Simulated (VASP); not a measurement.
# Si35W18 (a cell with a defect) in VASP: relaxation of the atoms with PBE

Aim: the relaxation of the atoms of Si35W18 (a cell with a defect) with PBE.

Everything below comes from runs of VASP 6.6.1. Logs are shortened: lines on timing, memory, paths and dates and some standing lists are left out, and cuts for length are marked.

### Step 1. The structure

The cell holds a defect, 53 atoms: a = 9.641 Å, b = 9.641 Å, c = 7.830 Å, α = 90.00°, β = 90.00°, γ = 90.00°.

### Step 2. Relaxation of the atoms, PBE

INCAR

```
  PREC = Accurate
  ENCUT = 520
  EDIFF = 1E-7
  ISMEAR = 1
  SIGMA = 0.1
  LREAL = False
  LASPH = True
  NELM = 60
  ALGO = Normal
  ISIF = 2
  LWAVE = False
  LCHARG = False
  GGA = PE
  IBRION = 2
  NSW = 40
  EDIFFG = -0.005
```

KPOINTS

```
regular mesh
0
Gamma
  3 3 3
```

POSCAR

```
Si35W18
1.0
    9.6414000000      0.0000000000      0.0000000000
    0.0000000000      9.6414000000      0.0000000000
    0.0000000000      0.0000000000      7.8299000000
Si W
35 18
Direct
    0.3333333333      0.0000000000      0.3347000000
    0.6666666667      0.0000000000      0.3347000000
    0.0000000000      0.3333333333      0.3347000000
    0.1666666667      0.1666666667      0.8347000000
    0.3333333333      0.3333333333      0.3347000000
    0.5000000000      0.1666666667      0.8347000000
    0.6666666667      0.3333333333      0.3347000000
    0.8333333333      0.1666666667      0.8347000000
    0.0000000000      0.6666666667      0.3347000000
    0.1666666667      0.5000000000      0.8347000000
    0.3333333333      0.6666666667      0.3347000000
    0.5000000000      0.5000000000      0.8347000000
    0.6666666667      0.6666666667      0.3347000000
    0.8333333333      0.5000000000      0.8347000000
    0.1666666667      0.8333333333      0.8347000000
    0.5000000000      0.8333333333      0.8347000000
    0.8333333333      0.8333333333      0.8347000000
    1.0000000000      0.0000000000      0.6653000000
    0.3333333333      0.0000000000      0.6653000000
    0.6666666667      1.0000000000      0.6653000000
    0.0000000000      0.3333333333      0.6653000000
    0.1666666667      0.1666666667      0.1653000000
    0.3333333333      0.3333333333      0.6653000000
    0.5000000000      0.1666666667      0.1653000000
    0.6666666667      0.3333333333      0.6653000000
    0.8333333333      0.1666666667      0.1653000000
    1.0000000000      0.6666666667      0.6653000000
    0.1666666667      0.5000000000      0.1653000000
    0.3333333333      0.6666666667      0.6653000000
    0.5000000000      0.5000000000      0.1653000000
    0.6666666667      0.6666666667      0.6653000000
    0.8333333333      0.5000000000      0.1653000000
    0.1666666667      0.8333333333      0.1653000000
    0.5000000000      0.8333333333      0.1653000000
    0.8333333333      0.8333333333      0.1653000000
    0.0000000000      0.0000000000      0.0000000000
    0.3333333333      0.0000000000      0.0000000000
    0.6666666667      0.0000000000      0.0000000000
    0.0000000000      0.3333333333      0.0000000000
    0.1666666667      0.1666666667      0.5000000000
    0.3333333333      0.3333333333      0.0000000000
    0.5000000000      0.1666666667      0.5000000000
    0.6666666667      0.3333333333      0.0000000000
    0.8333333333      0.1666666667      0.5000000000
    0.0000000000      0.6666666667      0.0000000000
    0.1666666667      0.5000000000      0.5000000000
    0.3333333333      0.6666666667      0.0000000000
    0.5000000000      0.5000000000      0.5000000000
    0.6666666667      0.6666666667      0.0000000000
    0.8333333333      0.5000000000      0.5000000000
    0.1666666667      0.8333333333      0.5000000000
    0.5000000000      0.8333333333      0.5000000000
    0.8333333333      0.8333333333      0.5000000000
```

Potentials or basis: VASP PAW PBE potentials, release 64 (Si, W_sv).

Launch:

```sh
$ cat potpaw_PBE.64/Si/POTCAR potpaw_PBE.64/W_sv/POTCAR > POTCAR
$ mpirun -np 8 vasp_std > vasp.out
```

OUTCAR:

```text
PREC = Accurate
   ENCUT = 520
   EDIFF = 1E-7
   ISMEAR = 1
   LREAL = False
   LASPH = True
   NELM = 60
   ISIF = 2
   GGA = PE
   IBRION = 2
   NSW = 40
   EDIFFG = -0.005

 ion  position               nearest neighbor table
   1  0.333  0.000  0.335-  19 2.59  40 2.62  51 2.62  42 2.62  52 2.62  37 2.62  33 2.63  22 2.63
                            34 2.63  24 2.63
   2  0.667  0.000  0.335-  20 2.59  44 2.62  53 2.62  52 2.62  42 2.62  38 2.62  35 2.63  26 2.63
                            24 2.63  34 2.63
   3  0.000  0.333  0.335-  21 2.59  40 2.62  44 2.62  46 2.62  50 2.62  39 2.62  26 2.63  22 2.63
                            32 2.63  28 2.63
   4  0.167  0.167  0.835-  22 2.59  41 2.62  39 2.62  37 2.62  36 2.62  40 2.62  23 2.63  21 2.63
                            19 2.63  18 2.63
   5  0.333  0.333  0.335-  23 2.59  40 2.62  42 2.62  46 2.62  48 2.62  41 2.62  22 2.63  28 2.63
                            24 2.63  30 2.63
   6  0.500  0.167  0.835-  24 2.59  41 2.62  43 2.62  37 2.62  38 2.62  42 2.62  25 2.63  23 2.63
                            19 2.63  20 2.63
   7  0.667  0.333  0.335-  25 2.59  44 2.62  42 2.62  50 2.62  48 2.62  43 2.62  26 2.63  32 2.63
                            24 2.63  30 2.63
   8  0.833  0.167  0.835-  26 2.59  43 2.62  39 2.62  38 2.62  36 2.62  44 2.62  25 2.63  21 2.63
                            20 2.63  18 2.63
   9  0.000  0.667  0.335-  27 2.59  51 2.62  53 2.62  46 2.62  50 2.62  45 2.62  35 2.63  33 2.63
[... 75 lines left out ...]
  47  0.333  0.667  0.000-  15 2.62  33 2.62  16 2.62  28 2.62  10 2.62  34 2.62  12 2.62  30 2.62
                            29 2.62  11 2.62  37 3.21  45 3.21  41 3.21  49 3.21
  48  0.500  0.500  0.500-   5 2.62   7 2.62  11 2.62  13 2.62  23 2.62  25 2.62  29 2.62  31 2.62
                            30 2.62  12 2.62  42 3.21  46 3.21  50 3.21  52 3.21
  49  0.667  0.667  0.000-  17 2.62  35 2.62  14 2.62  32 2.62  34 2.62  16 2.62  30 2.62  12 2.62
                            31 2.62  13 2.62  38 3.21  45 3.21  43 3.21  47 3.21
  50  0.833  0.500  0.500-   7 2.62  13 2.62  25 2.62  31 2.62  21 2.62   9 2.62  27 2.62   3 2.62
                            14 2.62  32 2.62  44 3.21  48 3.21  53 3.21  46 3.21
  51  0.167  0.833  0.500-  11 2.62  29 2.62   1 2.62  19 2.62  27 2.62   9 2.62  18 2.62  15 2.62
                            33 2.62  46 3.21  52 3.21  40 3.21  53 3.21
  52  0.500  0.833  0.500-  11 2.62  13 2.62  29 2.62  31 2.62  19 2.62  20 2.62   1 2.62   2 2.62
                            16 2.62  34 2.62  48 3.21  51 3.21  53 3.21  42 3.21
  53  0.833  0.833  0.500-  13 2.62  31 2.62   2 2.62  20 2.62  27 2.62   9 2.62  18 2.62  17 2.62
                            35 2.62  50 3.21  52 3.21  51 3.21  44 3.21

  LATTYP: Found a simple tetragonal cell.
 ALAT       =     9.6414000000
 C/A-ratio  =     0.8121123488

  Lattice vectors:

 A1 = (   9.6414000000,   0.0000000000,   0.0000000000)
 A2 = (   0.0000000000,   9.6414000000,   0.0000000000)
 A3 = (   0.0000000000,   0.0000000000,   7.8299000000)

Analysis of symmetry for initial positions (statically):
=====================================================================
 Subroutine PRICEL returns:
 Original cell was already a primitive cell.

 Routine SETGRP: Setting up the symmetry group for a
 simple tetragonal supercell.

 Subroutine GETGRP returns: Found  8 space group operations
 (whereof  8 operations were pure point group operations)
 out of a pool of 16 trial point group operations.

The static configuration has the point symmetry C_4v.

Analysis of symmetry for dynamics (positions and initial velocities):
=====================================================================
 Subroutine PRICEL returns:
 Original cell was already a primitive cell.

 Routine SETGRP: Setting up the symmetry group for a
 simple tetragonal supercell.

 Subroutine GETGRP returns: Found  8 space group operations
 (whereof  8 operations were pure point group operations)
 out of a pool of 16 trial point group operations.

The dynamic configuration has the point symmetry C_4v.

 Subroutine INISYM returns: Found  8 space group operations
 (whereof  8 operations are pure point group operations),
 and found     1 'primitive' translations

----------------------------------------------------------------------------------------

                                     Primitive cell

  volume of cell :     727.8408

  direct lattice vectors                    reciprocal lattice vectors
[... 151 lines left out ...]
  0.333333  0.333333  0.333333      8.000000
   k-points           NKPTS =      6   k-points in BZ     NKDIM =      6   number of bands    NBANDS=    240
   number of dos      NEDOS =    301   number of ions     NIONS =     53
   total plane-waves  NPLWV = 311040
   dimension x,y,z NGX =    72 NGY =   72 NGZ =   60
   dimension x,y,z NGXF=   144 NGYF=  144 NGZF=  120
   ions per type =              35  18
   NGX,Y,Z   is equivalent  to a cutoff of  12.41, 12.41, 12.74 a.u.
   NGXF,Y,Z  is equivalent  to a cutoff of  24.83, 24.83, 25.48 a.u.
 SYSTEM =  unknown system
   PREC   = accura    normal or accurate (medium, high low for compatibility)
   ISTART =      0    job   : 0-new  1-cont  2-samecut
   ICHARG =      2    charge: 1-file 2-atom 10-const
   ISPIN  =      1    spin polarized calculation?
   LNONCOLLINEAR =      F non collinear calculations
   LSORBIT =      F    spin-orbit coupling
   LASPH  =      T    aspherical Exc in radial PAW
   ENCUT  =  520.0 eV  38.22 Ry    6.18 a.u.  17.93 17.93 14.56*2*pi/ulx,y,z
   NELM   =     60;   NELMIN=  2; NELMDL= -5     # of ELM steps
   EDIFF  = 0.1E-06   stopping-criterion for ELM
   LREAL  =      F    real-space projection
   EDIFFG = -.5E-02   stopping-criterion for IOM
   NSW    =     40    number of steps for IOM
   IBRION =      2    ionic relax: 0-MD 1-quasi-New 2-CG
   NFREE  =      1    steps in history (QN), initial steepest desc. (CG)
   ISIF   =      2    stress and relaxation
   ISYM   =      2    0-nonsym 1-usesym 2-fastsym
   POTIM  = 0.5000    time-step for ionic-motion
   TEBEG  =    0.0;   TEEND  =   0.0 temperature during run
   PSTRESS=    0.0 pullay stress
   NELECT =     392.0000    total number of electrons
   NUPDOWN=      -1.0000    fix difference up-down
   EMIN   =  10.00;   EMAX   =-10.00  energy-range for DOS
   EFERMI =   0.00;   METHOD = LEGACY
   ISMEAR =     1;   SIGMA  =   0.10  broadening in eV -4-tet -1-fermi 0-gaus
   EFERMI_NEDOS =   21; number of points for ismear=-14 and -15
   IALGO  =     38    algorithm
   IMIX   =      4    mixing-type and parameters
     AMIX     =   0.40;   BMIX     =  1.00
     AMIX_MAG =   1.60;   BMIX_MAG =  1.00
  volume/ion in A,a.u.               =      13.73        92.67
  Fermi-wavevector in a.u.,A,eV,Ry     =   1.331961  2.517041 24.138355  1.774119
  Thomas-Fermi vector in A             =   2.460932
   LORBIT       =      0    0 simple, 1 ext, 2 COOP (PROOUT), +10 PAW based schemes
   GGA     = PE    functional components
   LHFCALC =     F    Hartree Fock is set to
   AEXX    =    0.0000 exact exchange contribution
   IVDW    =     0    specifies the selected vdW correction
   LEPSILON=     F    determine dielectric tensor
   LRPA    =     F    only Hartree local field effects (RPA)
 conjugate gradient relaxation of ions
 non-spin polarized calculation
 Methfessel and Paxton  Order N= 1 SIGMA  =   0.10
  energy-cutoff  :      520.00
  volume of cell :      727.84
 maximum number of plane-waves:     19636
 NGX is ok and might be reduce to    72
   NGX = 35   NGY = 35   NGZ = 29

--------------------------------------- Ionic step        1  -------------------------------------------

 number of electron     391.9999998 magnetization

 Free energy of the ion-electron system (eV)
  ---------------------------------------------------
  ext. energy  EPLUGINS =         0.00000000
  ---------------------------------------------------
  free energy    TOTEN  =      -438.35021434 eV

  energy without entropy =     -438.35598347  energy(sigma->0) =     -438.35213738

------------------------ aborting loop because EDIFF is reached ----------------------------------------

  FORCE on cell =-STRESS in cart. coord.  units (eV):
  Direction    XX          YY          ZZ          XY          YZ          ZX
  --------------------------------------------------------------------------------------
  -------------------------------------------------------------------------------------
  Total        6.6241834      6.6241834     21.1561489      0.0000000      0.0000000      0.0000000
  in kB       14.5816446     14.5816446     46.5704871      0.0000000      0.0000000      0.0000000
  external PRESSURE =      25.2445921 kB  Pullay stress =       0.0000000 kB
[... 242 lines left out ...]
  FREE ENERGIE OF THE ION-ELECTRON SYSTEM (eV)
  ---------------------------------------------------
  free  energy   TOTEN  =      -438.7585903316 eV

  energy  without entropy=     -438.7506982330  energy(sigma->0) =     -438.75595963

[... ionic steps 4 to 13 ...]

--------------------------------------- Ionic step       14  -------------------------------------------

 number of electron     392.0000006 magnetization

------------------------ aborting loop because EDIFF is reached ----------------------------------------
[... 169 lines left out ...]
--------------------------------------- Ionic step       16  -------------------------------------------

 number of electron     392.0000006 magnetization

 Free energy of the ion-electron system (eV)
  ---------------------------------------------------
  ext. energy  EPLUGINS =         0.00000000
  ---------------------------------------------------
  free energy    TOTEN  =      -438.95320187 eV

  energy without entropy =     -438.94328697  energy(sigma->0) =     -438.94989690

 E-fermi :  11.2783     XC(G=0): -12.4418

 val. band max:       11.2764525257   @ k =   0.3333   0.0000   0.0000
 cond. band min:      11.2810870200   @ k =   0.3333   0.0000   0.0000
 fundamental gap:      0.0046344943
 Fermi energy:        11.2783294209

 k-point     1 :       0.0000    0.0000    0.0000
  band No.  band energies     occupation
      1     -62.3268      2.00000
      2     -62.3058      2.00000
      3     -62.3020      2.00000
      4     -62.3020      2.00000
      5     -62.2985      2.00000
      6     -62.2983      2.00000
[... 1255 lines left out ...]
    207      12.9397     -0.00000
    208      13.2408     -0.00000
 [bands above 208 left out]

------------------------ aborting loop because EDIFF is reached ----------------------------------------

  FORCE on cell =-STRESS in cart. coord.  units (eV):
  Direction    XX          YY          ZZ          XY          YZ          ZX
  --------------------------------------------------------------------------------------
  -------------------------------------------------------------------------------------
  Total        5.0624382      5.0624382     24.7478539      0.0000000      0.0000000      0.0000000
  in kB       11.1438151     11.1438151     54.4768150      0.0000000      0.0000000      0.0000000
  external PRESSURE =      25.5881484 kB  Pullay stress =       0.0000000 kB
[... 68 lines left out ...]
  FREE ENERGIE OF THE ION-ELECTRON SYSTEM (eV)
  ---------------------------------------------------
  free  energy   TOTEN  =      -438.9532018698 eV

  energy  without entropy=     -438.9432869676  energy(sigma->0) =     -438.94989690

 reached required accuracy - stopping structural energy minimisation
```

Run time: 37 min. Hardware: 8 MPI ranks of AMD EPYC 9R45 (Zen 5), shared host; peak memory 0.31 GiB.

What came out:

| Property | Result |
| --- | --- |
| Free energy | -438.9532 eV |
| Energy gained by relaxing | 11.4 meV/atom |
| Ionic steps | 16 |
| Pressure after relaxing | 2.6 GPa |
| Band gap on the k mesh | none (metal or under the smearing width) |

Forces in eV/Å, atoms in the order of the input:
```
Si  -0.001  0.000  0.001
Si   0.001  0.000  0.001
Si   0.000 -0.001  0.001
Si   0.000  0.000  0.001
Si   0.000  0.000 -0.001
Si   0.000  0.000  0.001
Si   0.000  0.000 -0.001
Si   0.000  0.000  0.001
Si   0.000  0.001  0.001
Si   0.000  0.000  0.001
Si   0.000  0.000 -0.001
Si   0.000  0.000 -0.003
Si   0.000  0.000 -0.001
Si   0.000  0.000  0.001
Si   0.000  0.000  0.001
Si   0.000  0.000  0.001
Si   0.000  0.000  0.001
Si   0.000  0.000  0.001
Si  -0.001  0.000 -0.001
Si   0.001  0.000 -0.001
Si   0.000 -0.001 -0.001
Si   0.000  0.000  0.000
Si   0.000  0.000 -0.001
Si   0.000  0.000 -0.001
Si   0.000  0.000 -0.001
Si   0.000  0.000  0.000
Si   0.000  0.001 -0.001
Si   0.000  0.000 -0.001
Si   0.000  0.000 -0.001
Si   0.000  0.000  0.000
Si   0.000  0.000 -0.001
Si   0.000  0.000 -0.001
Si   0.000  0.000  0.000
Si   0.000  0.000 -0.001
Si   0.000  0.000  0.000
W    0.000  0.000  0.001
W   -0.001  0.000  0.000
W    0.001  0.000  0.000
W    0.000 -0.001  0.000
W   -0.001 -0.001  0.001
W   -0.001 -0.001 -0.002
W    0.000  0.000  0.002
W    0.001 -0.001 -0.002
W    0.001 -0.001  0.001
W    0.000  0.001  0.000
W    0.000  0.000  0.002
W   -0.001  0.001 -0.002
W    0.000  0.000  0.001
W    0.001  0.001 -0.002
W    0.000  0.000  0.002
W   -0.001  0.001  0.001
W    0.000  0.000  0.002
W    0.001  0.001  0.001
```

The path:
```
step  energy change (eV)  largest force (eV/Å)  pressure (GPa)
   1              0.0000                1.0438            2.52
   2             -0.3949                0.6576            2.60
   3             -0.4084                0.6536            2.66
   4             -0.5171                0.3704            2.61
   5             -0.5364                0.2968            2.59
   6             -0.5837                0.1510            2.59
   7             -0.5887                0.1587            2.60
   8             -0.6002                0.0739            2.59
   9             -0.6006                0.0577            2.58
  10             -0.6024                0.0293            2.55
  11             -0.6025                0.0281            2.56
  12             -0.6029                0.0130            2.56
  13             -0.6029                0.0133            2.56
  14             -0.6030                0.0068            2.56
  15             -0.6030                0.0065            2.56
  16             -0.6030                0.0026            2.56
```

Final structure:
```yaml
crystal:
  lattice:
    - [9.64140, 0.00000, 0.00000]
    - [0.00000, 9.64140, 0.00000]
    - [0.00000, 0.00000, 7.82990]
  atoms:
    - { symbol: Si, position: [0.32765, 0.00000, 0.33464] }
    - { symbol: Si, position: [0.67235, 0.00000, 0.33464] }
    - { symbol: Si, position: [0.00000, 0.32765, 0.33464] }
    - { symbol: Si, position: [0.16619, 0.16619, 0.83313] }
    - { symbol: Si, position: [0.33272, 0.33272, 0.33218] }
    - { symbol: Si, position: [0.50000, 0.16702, 0.83422] }
    - { symbol: Si, position: [0.66728, 0.33272, 0.33218] }
    - { symbol: Si, position: [0.83381, 0.16619, 0.83313] }
    - { symbol: Si, position: [0.00000, 0.67235, 0.33464] }
    - { symbol: Si, position: [0.16702, 0.50000, 0.83422] }
    - { symbol: Si, position: [0.33272, 0.66728, 0.33218] }
    - { symbol: Si, position: [0.50000, 0.50000, 0.83491] }
    - { symbol: Si, position: [0.66728, 0.66728, 0.33218] }
    - { symbol: Si, position: [0.83298, 0.50000, 0.83422] }
    - { symbol: Si, position: [0.16619, 0.83381, 0.83313] }
    - { symbol: Si, position: [0.50000, 0.83298, 0.83422] }
    - { symbol: Si, position: [0.83381, 0.83381, 0.83313] }
    - { symbol: Si, position: [0.00000, 0.00000, 0.64862] }
    - { symbol: Si, position: [0.33229, 0.00000, 0.66607] }
    - { symbol: Si, position: [0.66771, 0.00000, 0.66607] }
    - { symbol: Si, position: [0.00000, 0.33229, 0.66607] }
    - { symbol: Si, position: [0.15539, 0.15539, 0.17132] }
    - { symbol: Si, position: [0.33240, 0.33240, 0.66551] }
    - { symbol: Si, position: [0.50000, 0.16540, 0.16673] }
    - { symbol: Si, position: [0.66760, 0.33240, 0.66551] }
    - { symbol: Si, position: [0.84461, 0.15539, 0.17132] }
    - { symbol: Si, position: [0.00000, 0.66771, 0.66607] }
    - { symbol: Si, position: [0.16540, 0.50000, 0.16673] }
    - { symbol: Si, position: [0.33240, 0.66760, 0.66551] }
    - { symbol: Si, position: [0.50000, 0.50000, 0.16624] }
    - { symbol: Si, position: [0.66760, 0.66760, 0.66551] }
    - { symbol: Si, position: [0.83460, 0.50000, 0.16673] }
    - { symbol: Si, position: [0.15539, 0.84461, 0.17132] }
    - { symbol: Si, position: [0.50000, 0.83460, 0.16673] }
    - { symbol: Si, position: [0.84461, 0.84461, 0.17132] }
    - { symbol: W, position: [0.00000, 0.00000, 0.98718] }
    - { symbol: W, position: [0.33461, 0.00000, 0.00023] }
    - { symbol: W, position: [0.66539, 0.00000, 0.00023] }
    - { symbol: W, position: [0.00000, 0.33461, 0.00023] }
    - { symbol: W, position: [0.17065, 0.17065, 0.50279] }
    - { symbol: W, position: [0.33324, 0.33324, 0.00046] }
    - { symbol: W, position: [0.50000, 0.16612, 0.49990] }
    - { symbol: W, position: [0.66676, 0.33324, 0.00046] }
    - { symbol: W, position: [0.82935, 0.17065, 0.50279] }
    - { symbol: W, position: [0.00000, 0.66539, 0.00023] }
    - { symbol: W, position: [0.16612, 0.50000, 0.49990] }
    - { symbol: W, position: [0.33324, 0.66676, 0.00046] }
    - { symbol: W, position: [0.50000, 0.50000, 0.49964] }
    - { symbol: W, position: [0.66676, 0.66676, 0.00046] }
    - { symbol: W, position: [0.83388, 0.50000, 0.49990] }
    - { symbol: W, position: [0.17065, 0.82935, 0.50279] }
    - { symbol: W, position: [0.50000, 0.83388, 0.49990] }
    - { symbol: W, position: [0.82935, 0.82935, 0.50279] }
```

Levels at points of the mesh, in eV from the Fermi level:
```tsv
k point	band 191	band 192	band 193	band 194	band 195	band 196	band 197	band 198	band 199	band 200
(0.00, 0.00, 0.00)	-0.14	-0.14	0.09	0.09	0.17	0.24	0.24	0.29	1.04	1.21
```

The run has no spin-orbit coupling, so splittings on W are missing.
